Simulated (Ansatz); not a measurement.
# CaSe: pressure against volume

One table from this session's results is given with a row withheld; the runs are named, their logs left out.

The COD entry's cell or inner coordinates are ideal or old and differ from later refinements, so a difference from it is no clean test against experiment.

Program: Ansatz 0.2.0. Level of theory: DFT PBE, scalar-relativistic. These are calculated values, not measurements.

### The structure to begin with

Symmetry: Fm-3m, No. 225, cubic system. Conventional cell: a = 5.912 Å, b = 5.912 Å, c = 5.912 Å, α = 90.00°, β = 90.00°, γ = 90.00°. Around Ca (site symmetry m-3m) lie 6 Se at 2.96 Å. Se (site symmetry m-3m) is surrounded by 6 Ca at 2.96 Å.

Structure file:

```xyz
2
Lattice="0.0000 2.9560 2.9560 2.9560 0.0000 2.9560 2.9560 2.9560 0.0000" Properties=species:S:1:pos:R:3 pbc="T T T"
Ca    0.0000    0.0000    0.0000
Se    2.9560    2.9560    2.9560
```

The structure is an experimental refinement, used without relaxation.

Atoms are numbered in the order of the input: Ca1, Se2.

Set-up of the first run:

Contents of input.yaml:

```yaml
crystal:
  lattice:
    - [0.0, 2.9058886243, 2.9058886243]
    - [2.9058886243, 0.0, 2.9058886243]
    - [2.9058886243, 2.9058886243, 0.0]
  atoms:
    - { symbol: Ca, position: [0.0, 0.0, 0.0] }
    - { symbol: Se, position: [0.5, 0.5, 0.5] }
kpoints:
  mp_grid: { grid: [7, 7, 7] }
scf:
  occupations: { method: fermi_dirac, width: 0.01 }
hamiltonian:
  xc: pbe
  pseudopotentials: { kind: all_electron, lapw: { basis_error: 0.001 } }
output:
  forces: true
  stress: true
  eigenvalues: true
```

Among the steps run: Volume × 0.95, LAPW; Volume × 0.95, PAW; Volume × 0.95, crystal datasets; Volume × 0.975, LAPW; Volume × 0.975, PAW; Volume × 1.025, LAPW; Volume × 1.025, PAW; Volume × 1.05, LAPW; Volume × 1.05, PAW; Volume × 1.05, crystal datasets.

One table of the session follows, with a row left open; its other results are not shown here.

```
          method  volume (Å³/atom)  pressure (GPa)  gap on the k mesh (eV)
            LAPW            24.538            4.16                    1.96
            LAPW            25.184            2.57                    2.03
            LAPW            25.829            1.17                    2.09
            LAPW            26.475           -0.07                    2.15
            LAPW            27.121           -1.16                    2.20
             PAW            24.538            4.16                    1.96
             PAW            25.184            2.57                    2.03
             PAW            25.829            1.17                    2.09
             PAW            26.475               ?                       ?
             PAW            27.121           -1.16                    2.20
crystal datasets            24.538            4.16                    1.96
crystal datasets            25.829            1.17                    2.09
crystal datasets            27.121           -1.16                    2.20
```

Q: Estimate the row for PAW, 26.475 from the others.

The run gave: pressure (GPa): -0.06; gap on the k mesh (eV): 2.15. In the column «pressure (GPa)» it lies between LAPW, 26.475 (-0.07) and LAPW, 25.829 (1.17).

To keep in mind: Warnings in the runs' records: crystal datasets made.
